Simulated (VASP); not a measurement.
A run of VASP 6.6.1:

File POSCAR:

```
SrCl2
1.0
    0.0000000000      3.4883500000      3.4883500000
    3.4883500000      0.0000000000      3.4883500000
    3.4883500000      3.4883500000      0.0000000000
Sr Cl
1 2
Direct
    0.0000000000      0.0000000000      0.0000000000
    0.7500000000      0.7500000000      0.7500000000
    0.2500000000      0.2500000000      0.2500000000
```

The input INCAR.step1:

```
SYSTEM = SrCl2
PREC = Accurate
ENCUT = 520
EDIFF = 1E-6
ISMEAR = 0
SIGMA = 0.02
LREAL = .False.
LASPH = .True.
NELM = 100
ALGO = Fast
ISIF = 2
LWAVE = .False.
LCHARG = .True.
GGA = PE
```

KPOINTS.step1

```
regular mesh
0
Gamma
  8 8 8
  0 0 0
```

The input INCAR.step2:

```
SYSTEM = SrCl2
PREC = Accurate
ENCUT = 520
EDIFF = 1E-6
ISMEAR = 0
SIGMA = 0.05
LREAL = .False.
LASPH = .True.
NELM = 100
ALGO = Fast
ISIF = 2
LWAVE = .False.
LCHARG = .False.
GGA = PE
ICHARG = 11
```

The input KPOINTS.step2:

```
path GXWKGLUWLK,UX
20
line-mode
reciprocal
 0.0000000000  0.0000000000  0.0000000000  G
 0.5000000000  0.0000000000  0.5000000000  X

 0.5000000000  0.0000000000  0.5000000000  X
 0.5000000000  0.2500000000  0.7500000000  W

 0.5000000000  0.2500000000  0.7500000000  W
 0.3750000000  0.3750000000  0.7500000000  K

 0.3750000000  0.3750000000  0.7500000000  K
 0.0000000000  0.0000000000  0.0000000000  G

 0.0000000000  0.0000000000  0.0000000000  G
 0.5000000000  0.5000000000  0.5000000000  L

 0.5000000000  0.5000000000  0.5000000000  L
 0.6250000000  0.2500000000  0.6250000000  U

 0.6250000000  0.2500000000  0.6250000000  U
 0.5000000000  0.2500000000  0.7500000000  W

 0.5000000000  0.2500000000  0.7500000000  W
 0.5000000000  0.5000000000  0.5000000000  L

 0.5000000000  0.5000000000  0.5000000000  L
 0.3750000000  0.3750000000  0.7500000000  K

 0.6250000000  0.2500000000  0.6250000000  U
 0.5000000000  0.0000000000  0.5000000000  X
```

Potentials or basis: VASP PAW PBE potentials, release 64 (Sr_sv, Cl).

Command:

```sh
$ cat potpaw_PBE.64/Sr_sv/POTCAR potpaw_PBE.64/Cl/POTCAR > POTCAR
$ cp INCAR.step1 INCAR
$ cp KPOINTS.step1 KPOINTS
$ mpirun -np 1 vasp_std > vasp.out
$ cp INCAR.step2 INCAR
$ cp KPOINTS.step2 KPOINTS
$ mpirun -np 1 vasp_std > vasp.out
```

Hardware: 1 thread of AMD EPYC 9R45 96-Core Processor (Zen 5), with other jobs on the host.

Task: Estimate the wall time of this run.

Result: Run time: 2.8 min on 1 thread of AMD EPYC 9R45 96-Core Processor (Zen 5), on a shared host, peak memory 0.39 GiB. Counts: scf iterations 9, k points 200.
